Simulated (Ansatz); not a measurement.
# B3N4: the cost of one run

Program: Ansatz 0.2.0. Level of theory: DFT PBE+D3(BJ), scalar-relativistic, plane waves, PAW. These are calculated values, not measurements.

5 further runs of the same task are left out: 5 set aside as unsound or not needed.

## (1) Starting point

The structure is trigonal, space group P3m1 (No. 156). The conventional cell has a = 2.506 Å, b = 2.506 Å, c = 23.593 Å, α = 90.00°, β = 90.00°, γ = 120.00°. B (site symmetry 3m) is surrounded by 3 N at 1.45 Å. N (site symmetry 3m) is surrounded by 3 B at 1.45 Å.

Coordinates:

```cif
data_structure
_symmetry_space_group_name_H-M 'P 1'
_symmetry_Int_Tables_number 1
_cell_length_a 2.5061
_cell_length_b 2.5061
_cell_length_c 23.5927
_cell_angle_alpha 90.000
_cell_angle_beta 90.000
_cell_angle_gamma 120.000
_cell_volume 128.32
loop_
_atom_site_label
_atom_site_type_symbol
_atom_site_fract_x
_atom_site_fract_y
_atom_site_fract_z
_atom_site_occupancy
B1 B 0.66667 0.33333 0.36028 1
N1 N 0.33333 0.66667 0.36040 1
B2 B 0.33333 0.66667 0.50127 1
N2 N 0.00000 0.00000 0.50132 1
B3 B 0.00000 0.00000 0.64211 1
N3 N 0.66667 0.33333 0.64219 1
```

Miller indices refer to the conventional cell of the relaxed bulk, R3m (No. 160): a = 2.506 Å, b = 2.506 Å, c = 9.885 Å, α = 90.00°, β = 90.00°, γ = 120.00°.

It is a (001) slab, 6.6 Å thick as cut, with 17 Å of vacuum; its outer planes are BN (top) and BN (bottom). An earlier relaxation, lower half held, gave -1627.9412 eV, gap on the mesh 4.28 eV, ionisation potential 5.85 eV (top face), 5.58 eV (bottom face), electron affinity 1.57 eV (top face), 1.30 eV (bottom face), dipole along +c -0.008 e·Å per cell.

## (2) N at the top (N) site

With the adsorbate the run is spin-polarised.

File input.yaml:

```yaml
crystal:
  lattice:
    - [2.5061138137, 0.0, 0.0]
    - [-1.2530569069, 2.1703582275, 0.0]
    - [0.0, 0.0, 25.5926876598]
  atoms:
    - { symbol: B, position: [0.6666666667, 0.3333333333, 0.3321261179] }
    - { symbol: "N", position: [0.3333333333, 0.6666666667, 0.3322402185] }
    - { symbol: B, position: [0.3333333333, 0.6666666667, 0.4620997201] }
    - { symbol: "N", position: [0.0, 0.0, 0.4621445588] }
    - { symbol: B, position: [0.0, 0.0, 0.5919331885] }
    - { symbol: "N", position: [0.6666666667, 0.3333333333, 0.5920079078] }
    - { symbol: "N", position: [0.6666666667, 0.3333333333, 0.6474925063], spin: 3.0 }
basis:
  ecutwfc: 420
kpoints:
  mp_grid: { grid: [12, 12, 1] }
hamiltonian:
  xc: pbe
  dispersion: d3bj
scf:
  occupations: { method: gaussian, width: 0.05 }
output:
  forces: true
  eigenvalues: true
  populations: true
  write_density: true
  write_potential: true
  elf: true
  volumetric_format: npy
magnetization:
  spin_polarized: true
relax:
  adjacent_minimum: "off"
  f_tol: 0.03
  max_steps: 70
  constraints: [{ sites: [0, 1] }]
efield:
  axis: 3
  dipole_correction: true
  ramp_width: 0.04
```

Started as:

```bash
$ ansatz run input.yaml --threads 1 --pin off --max-ram 2560MiB --backend cpu --events-out ev --progress --plain --runs-dir out
```

Q: Estimate wall time and peak memory on 1 thread of Arm Neoverse V1, shared host.

About 3.4 min, with a peak of 0.43 GiB.
